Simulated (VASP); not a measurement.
A run of VASP 6.6.1 is set up as follows.

INCAR

```
PREC     = Accurate       # precision mode
ENCUT    = 500            # plane-wave cutoff, eV
EDIFF    = 1E-6           # SCF threshold, eV
ISMEAR   = -1             # smearing method
SIGMA    = 0.01           # smearing width, eV
LREAL    = F              # projectors in reciprocal space
LASPH    = T              # aspherical terms in the spheres
NELM     = 120            # most SCF steps
ALGO     = Normal         # electronic algorithm
ISIF     = 2              # what is computed and relaxed
LWAVE    = F              # write WAVECAR
LCHARG   = F              # write CHGCAR
GGA      = PE             # functional
IVDW     = 12             # dispersion correction
NBANDS   = 11             # bands
GGA_COMPAT= F
```

KPOINTS

```
Automatic mesh
0
Gamma
  6 6 6
```

The input POSCAR:

```
AlP
1.0
    0.0000000000      2.7255000000      2.7255000000
    2.7255000000      0.0000000000      2.7255000000
    2.7255000000      2.7255000000      0.0000000000
Al P
1 1
Direct
    0.0000000000      0.0000000000      0.0000000000
    0.2500000000      0.2500000000      0.2500000000
```

Potentials or basis: VASP PAW PBE potentials, release 64 (Al, P).

Command:

```sh
$ cat potpaw_PBE.64/Al/POTCAR potpaw_PBE.64/P/POTCAR > POTCAR
$ mpirun -np 1 vasp_std > vasp.out
```

Q: Estimate the pressure.

A: 0.0 GPa.

Q: What does it give for the band gap on the k mesh?

A: 1.57 eV, indirect (least direct gap 3.35 eV).

**Measured values to compare with.**

A printed reference work, data compilation reports, for a bulk crystal of AlP at 4.2 K: band gap 2.505 eV (indirect).

A measured gap of AlP is 2.505 eV (indirect; 4.2 K; a printed reference work, data compilation); the calculated 1.57 eV misses it by -0.94 eV. The value is that of PBE+D3(BJ) on a finite k mesh, which can miss the band edges, without temperature or zero-point motion. Semilocal functionals fall short of measured gaps as a rule.
